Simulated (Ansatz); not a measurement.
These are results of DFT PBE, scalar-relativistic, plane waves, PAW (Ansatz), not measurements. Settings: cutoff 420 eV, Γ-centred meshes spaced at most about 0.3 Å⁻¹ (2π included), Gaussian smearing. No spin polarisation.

All energies are static (0 K, no zero-point motion).

Two forms of MgS were relaxed alike.

A.

```
CELL_PARAMETERS angstrom
6.87732 0.00000 0.00000
0.00000 6.87732 0.00000
0.00000 0.00000 4.07982
ATOMIC_POSITIONS crystal
Mg 0.67324 0.67324 0.00000
Mg 0.82676 0.17325 0.50000
Mg 0.32676 0.32676 0.00000
Mg 0.17325 0.82676 0.50000
S 0.81222 0.81222 0.50000
S 0.68778 0.31222 0.00000
S 0.18778 0.18778 0.50000
S 0.31222 0.68778 0.00000
```

B.

```
CELL_PARAMETERS angstrom
4.04052 0.00000 0.00000
-2.02026 3.49919 0.00000
0.00000 0.00000 13.08003
ATOMIC_POSITIONS crystal
Mg 0.00000 0.00000 0.09486
Mg 0.00000 0.00000 0.59486
Mg 0.33333 0.66667 0.34395
Mg 0.66667 0.33333 0.84395
S 0.00000 0.00000 0.40573
S 0.00000 0.00000 0.90573
S 0.33333 0.66667 0.15546
S 0.66667 0.33333 0.65546
```

Problem. Which form is favoured at zero pressure, and by what margin per atom?

Solution. B is lower, by 19 meV/atom. A has space group P4_2/mnm (No. 136), 24.1 Å³/atom and a gap of 3.35 eV on its mesh; B has space group P6_3mc (No. 186), 23.1 Å³/atom and a gap of 3.37 eV. The denser one is the lower, and pressure would at first widen the difference. In A, Mg is surrounded by 4 S at 2.45–2.48 Å; S is surrounded by 4 Mg at 2.45–2.48 Å. In B, Mg on its first site is surrounded by 4 S at 2.46–2.47 Å; Mg on its second site has 4 S at 2.47 Å; S on its first site is surrounded by 4 Mg at 2.47 Å; 1 more site not described. Both come from invented guesses. Shaken at random and relaxed again, A came back. Shaken at random and relaxed again, B came back. The lowest form computed isn't among them: it has the rock salt type, space group Fm-3m (No. 225), 17.9 Å³/atom, is reached from a cell as deposited in COD and lies 10 meV/atom below the best shown. Checks on A: no imaginary mode on a 1×1×2 q mesh. Checks on B: no imaginary mode on a 2×2×1 q mesh.

Kohn–Sham gaps at this level usually fall short of measured ones. Some candidate types were left out of the draw beforehand, so a known form may be missing.
